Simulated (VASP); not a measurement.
# GaSb (F-43m) in VASP: a series of runs, part 2 of 2

VASP 6.6.1. Earlier steps stand in the parts before.

## 4. Relaxation of the atoms, PBE+D3(BJ) (a relaxed cell with its volume scaled by 0.94)

File INCAR:

```
SYSTEM = GaSb
PREC = Accurate
ENCUT = 600
EDIFF = 1E-7
ISMEAR = 0
SIGMA = 0.03
LREAL = .FALSE.
LASPH = .TRUE.
NELM = 80
ALGO = Normal
ISIF = 2
LWAVE = .FALSE.
LCHARG = .FALSE.
GGA = PE
IVDW = 12
IBRION = 2
NSW = 40
EDIFFG = -0.01
```

File KPOINTS:

```
Automatic mesh
0
G
  10 10 10
  0 0 0
```

File POSCAR:

```
GaSb                                    
1.0
    0.0000000000      3.0034709627      3.0034709627
    3.0034709627      0.0000000000      3.0034709627
    3.0034709627      3.0034709627      0.0000000000
  Ga              Sb            
     1     1
Direct
     0.0000000000000000    0.0000000000000000    0.0000000000000000
     0.2500000000000000    0.2500000000000000    0.2500000000000000
```

Potentials or basis: VASP PAW PBE potentials, release 64 (Ga_d, Sb).

Command:

```sh
$ cat potpaw_PBE.64/Ga_d/POTCAR potpaw_PBE.64/Sb/POTCAR > POTCAR
$ mpirun -np 1 vasp_std > vasp.out
```

OUTCAR:

```text
SYSTEM = GaSb
   PREC = Accurate
   ENCUT = 600
   EDIFF = 1E-7
   ISMEAR = 0
   LREAL = .FALSE.
   LASPH = .TRUE.
   NELM = 80
   ISIF = 2
   GGA = PE
   IVDW = 12
   IBRION = 2
   NSW = 40
   EDIFFG = -0.01
 IVDW          = 12

 ion  position               nearest neighbor table
   1  0.000  0.000  0.000-   2 2.60   2 2.60   2 2.60   2 2.60
   2  0.250  0.250  0.250-   1 2.60   1 2.60   1 2.60   1 2.60

[... 580 lines left out ...]

 Edisp (eV)   -0.70611

 E8    (eV) :    -0.3317

  FORCE on cell =-STRESS in cart. coord.  units (eV):
  Direction    XX          YY          ZZ          XY          YZ          ZX
  --------------------------------------------------------------------------------------
  -------------------------------------------------------------------------------------
  Total       1.21820     1.21820     1.21820     0.00000     0.00000    -0.00000
  in kB      36.01870    36.01870    36.01870     0.00000     0.00000    -0.00000
  external pressure =       36.02 kB  Pullay stress =        0.00 kB

 VOLUME and BASIS-vectors are now :
 -----------------------------------------------------------------------------
  energy-cutoff  :      600.00
  volume of cell :       54.19
      direct lattice vectors                 reciprocal lattice vectors
     0.000000000  3.003470963  3.003470963    -0.166474058  0.166474058  0.166474058
     3.003470963  0.000000000  3.003470963     0.166474058 -0.166474058  0.166474058
     3.003470963  3.003470963  0.000000000     0.166474058  0.166474058 -0.166474058

 POSITION                                       TOTAL-FORCE (eV/Angst)
 -----------------------------------------------------------------------------------
      0.00000      0.00000      0.00000        -0.000000      0.000000      0.000000
      1.50174      1.50174      1.50174         0.000000     -0.000000     -0.000000
 -----------------------------------------------------------------------------------
    total drift:                                0.000001      0.000001      0.000001

  FREE ENERGIE OF THE ION-ELECTRON SYSTEM (eV)
  ---------------------------------------------------
  free  energy   TOTEN  =        -7.9798713631 eV

  energy  without entropy=       -7.9798713631  energy(sigma->0) =       -7.97987136

 reached required accuracy - stopping structural energy minimisation
```

OSZICAR:

```text
N       E                     dE             d eps       ncg     rms          rms(c)
DAV:   1     0.829689362373E+02    0.82969E+02   -0.94483E+03  1230   0.187E+03
DAV:   2    -0.124185953180E+01   -0.84211E+02   -0.81390E+02  1342   0.333E+02
DAV:   3    -0.722690252262E+01   -0.59850E+01   -0.59554E+01  1542   0.753E+01
DAV:   4    -0.733466698473E+01   -0.10776E+00   -0.10771E+00  1445   0.113E+01
DAV:   5    -0.733701041425E+01   -0.23434E-02   -0.23434E-02  1527   0.139E+00    0.341E+00
DAV:   6    -0.728815115946E+01    0.48859E-01   -0.73183E-02  1729   0.501E+00    0.207E+00
DAV:   7    -0.727233857043E+01    0.15813E-01   -0.50366E-02  1412   0.211E+00    0.346E-01
DAV:   8    -0.727325940891E+01   -0.92084E-03   -0.49084E-03  1521   0.102E+00    0.919E-02
DAV:   9    -0.727372469507E+01   -0.46529E-03   -0.78150E-04  1366   0.239E-01    0.387E-02
DAV:  10    -0.727373944643E+01   -0.14751E-04   -0.37215E-05  1531   0.503E-02    0.105E-02
DAV:  11    -0.727376568818E+01   -0.26242E-04   -0.40246E-05  1317   0.528E-02    0.508E-03
DAV:  12    -0.727376624370E+01   -0.55552E-06   -0.10551E-06  1475   0.121E-02    0.134E-03
DAV:  13    -0.727376620217E+01    0.41532E-07   -0.10692E-07  1157   0.236E-03
   1 F= -.79798714E+01 E0= -.79798714E+01  d E =-.797987E+01
```

Run time: 16 s. Hardware: 1 thread of Intel Xeon 6975P-C (Granite Rapids), shared host; peak memory 0.23 GiB.

Results:

```yaml
Free_energy: -7.9799 eV
Pressure_after_relaxing: 3.6 GPa
Band_gap_on_the_k_mesh: 0.44 eV, direct
Dispersion_energy_per_atom: -0.353 eV
```

Final structure:
```
CELL_PARAMETERS angstrom
0.00000 3.00347 3.00347
3.00347 0.00000 3.00347
3.00347 3.00347 0.00000
ATOMIC_POSITIONS crystal
Ga 0.00000 0.00000 0.00000
Sb 0.25000 0.25000 0.25000
```

Levels at points of the mesh, in eV from the valence-band top:
| k point | band 5 | band 6 | band 7 | band 8 | band 9 | band 10 | band 11 | band 12 | band 13 |
| --- | --- | --- | --- | --- | --- | --- | --- | --- | --- |
| (0.00, 0.00, 0.00) | -15.09 | -11.87 | 0.00 | 0.00 | 0.00 | 0.44 | 2.76 | 2.76 | 2.76 |
| (0.50, 0.00, 0.00) | -15.09 | -10.10 | -6.65 | -1.25 | -1.25 | 0.52 | 3.74 | 3.74 | 6.42 |
| (0.50, 0.50, 0.00) | -15.09 | -9.19 | -7.08 | -2.77 | -2.77 | 0.84 | 1.14 | 9.05 | 9.05 |

Caveat: the relaxation stopped at its first step, so nothing moved; spin-orbit coupling is left out, which moves the levels of the heavy elements. A k mesh can miss the band edges.

## 5. Relaxation of the atoms, PBE+D3(BJ) (a relaxed cell with its volume scaled by 0.96)

INCAR is that of step 4.

KPOINTS is that of step 4.

File POSCAR:

```
GaSb                                    
1.0
    0.0000000000      3.0246228636      3.0246228636
    3.0246228636      0.0000000000      3.0246228636
    3.0246228636      3.0246228636      0.0000000000
  Ga              Sb            
     1     1
Direct
     0.0000000000000000    0.0000000000000000    0.0000000000000000
     0.2500000000000000    0.2500000000000000    0.2500000000000000
```

Potentials or basis: VASP PAW PBE potentials, release 64 (Ga_d, Sb).

Command:

```sh
$ cat potpaw_PBE.64/Ga_d/POTCAR potpaw_PBE.64/Sb/POTCAR > POTCAR
$ mpirun -np 1 vasp_std > vasp.out
```

OUTCAR:

```text
SYSTEM = GaSb
   PREC = Accurate
   ENCUT = 600
   EDIFF = 1E-7
   ISMEAR = 0
   LREAL = .FALSE.
   LASPH = .TRUE.
   NELM = 80
   ISIF = 2
   GGA = PE
   IVDW = 12
   IBRION = 2
   NSW = 40
   EDIFFG = -0.01
 IVDW          = 12

 ion  position               nearest neighbor table
   1  0.000  0.000  0.000-   2 2.62   2 2.62   2 2.62   2 2.62
   2  0.250  0.250  0.250-   1 2.62   1 2.62   1 2.62   1 2.62

  LATTYP: Found a face centered cubic cell.
 ALAT       =     6.0492457272

  Lattice vectors:

 A1 = (   0.0000000000,   3.0246228636,   3.0246228636)
 A2 = (   3.0246228636,   0.0000000000,   3.0246228636)
 A3 = (   3.0246228636,   3.0246228636,   0.0000000000)

Analysis of symmetry for initial positions (statically):
=====================================================================
 Subroutine PRICEL returns:
 Original cell was already a primitive cell.

 Routine SETGRP: Setting up the symmetry group for a
 face centered cubic supercell.

 Subroutine GETGRP returns: Found 24 space group operations
[... 180 lines left out ...]
      4      -9.8271      2.00000
      5      -9.8271      2.00000
      6      -6.4945      2.00000
      7       5.2232      2.00000
      8       5.2232      2.00000
      9       5.2232      2.00000
     10       5.5044      0.00000
     11       7.9883      0.00000
     12       7.9883      0.00000
     13       7.9883      0.00000
[... 354 lines left out ...]
  band No.  band energies     occupation
      1      -9.9231      2.00000
      2      -9.8614      2.00000
      3      -9.8608      2.00000
      4      -9.8369      2.00000
      5      -9.8239      2.00000
      6      -4.8101      2.00000
      7      -0.4469      2.00000
      8       2.6083      2.00000
      9       2.9357      2.00000
     10       6.4288      0.00000
     11       7.5114      0.00000
     12      11.5429      0.00000
     13      12.0455      0.00000

 [... further k-points ...]

------------------------ aborting loop because EDIFF is reached ----------------------------------------

 Edisp (eV)   -0.69014

 E8    (eV) :    -0.3240

  FORCE on cell =-STRESS in cart. coord.  units (eV):
  Direction    XX          YY          ZZ          XY          YZ          ZX
  --------------------------------------------------------------------------------------
  -------------------------------------------------------------------------------------
  Total       0.77695     0.77695     0.77695    -0.00000     0.00000    -0.00000
  in kB      22.49369    22.49369    22.49369    -0.00000     0.00000    -0.00000
  external pressure =       22.49 kB  Pullay stress =        0.00 kB

 VOLUME and BASIS-vectors are now :
 -----------------------------------------------------------------------------
  energy-cutoff  :      600.00
  volume of cell :       55.34
      direct lattice vectors                 reciprocal lattice vectors
     0.000000000  3.024622864  3.024622864    -0.165309866  0.165309866  0.165309866
     3.024622864  0.000000000  3.024622864     0.165309866 -0.165309866  0.165309866
     3.024622864  3.024622864  0.000000000     0.165309866  0.165309866 -0.165309866

 POSITION                                       TOTAL-FORCE (eV/Angst)
 -----------------------------------------------------------------------------------
      0.00000      0.00000      0.00000        -0.000000     -0.000000      0.000000
      1.51231      1.51231      1.51231         0.000000      0.000000     -0.000000
 -----------------------------------------------------------------------------------
    total drift:                                0.000001      0.000001      0.000001

  FREE ENERGIE OF THE ION-ELECTRON SYSTEM (eV)
  ---------------------------------------------------
  free  energy   TOTEN  =        -8.0009238643 eV

  energy  without entropy=       -8.0009238643  energy(sigma->0) =       -8.00092386

 reached required accuracy - stopping structural energy minimisation
```

CONTCAR:

```text
GaSb
   1.00000000000000
     0.0000000000000000    3.0246228635999999    3.0246228635999999
     3.0246228635999999    0.0000000000000000    3.0246228635999999
     3.0246228635999999    3.0246228635999999    0.0000000000000000
  Ga              Sb
     1     1
Direct
     0.0000000000000000    0.0000000000000000    0.0000000000000000
     0.2500000000000000    0.2500000000000000    0.2500000000000000

  0.00000000E+00  0.00000000E+00  0.00000000E+00
  0.00000000E+00  0.00000000E+00  0.00000000E+00
```

It took 16 s on 1 thread of Intel Xeon 6975P-C (Granite Rapids), shared host; peak memory 0.23 GiB.

Results:

- Free energy: -8.0009 eV
- Pressure after relaxing: 2.2 GPa
- Band gap on the k mesh: 0.28 eV, direct
- Dispersion energy per atom: -0.345 eV

Final structure:
```
CELL_PARAMETERS angstrom
0.00000 3.02462 3.02462
3.02462 0.00000 3.02462
3.02462 3.02462 0.00000
ATOMIC_POSITIONS crystal
Ga 0.00000 0.00000 0.00000
Sb 0.25000 0.25000 0.25000
```

Levels at points of the mesh, in eV from the valence-band top:
| k point | band 5 | band 6 | band 7 | band 8 | band 9 | band 10 | band 11 | band 12 | band 13 |
| --- | --- | --- | --- | --- | --- | --- | --- | --- | --- |
| (0.00, 0.00, 0.00) | -15.05 | -11.72 | 0.00 | 0.00 | 0.00 | 0.28 | 2.77 | 2.77 | 2.77 |
| (0.50, 0.00, 0.00) | -15.05 | -10.00 | -6.54 | -1.21 | -1.21 | 0.47 | 3.75 | 3.75 | 6.44 |
| (0.50, 0.50, 0.00) | -15.05 | -9.12 | -6.97 | -2.70 | -2.70 | 0.87 | 1.19 | 8.91 | 8.91 |

Caveat: the relaxation stopped at its first step, so nothing moved; spin-orbit coupling is left out, which moves the levels of the heavy elements.

## 6. Overview

| task | cell | gap on the mesh (eV) | pressure (GPa) |
| --- | --- | --- | --- |
| relaxation of cell and atoms | relaxed | none | 0.0 |
| relaxation of the atoms | atoms relaxed from: a relaxed cell with its volume scaled by 0.94 | 0.44 | 3.6 |
| relaxation of the atoms | atoms relaxed from: a relaxed cell with its volume scaled by 0.96 | 0.28 | 2.2 |

Alike in all rows: level PBE+D3(BJ); potentials or basis VASP PAW PBE potentials, release 64 (Ga_d, Sb); no spin polarisation; k mesh 10 × 10 × 10; cutoff (eV) 600; smearing gaussian 0.03 eV.

Caveats: the relaxation stopped at its first step, so nothing moved; spin-orbit coupling is left out, which moves the levels of the heavy elements (some runs); pairwise dispersion overbinds metals, which lowers pressure and volume (some runs); this crystal is a semiconductor, whose small gap the functional closes, so the metal is an error of the method (some runs).

Total energies depend on the potentials used, so only differences within one code and one set of settings carry meaning.
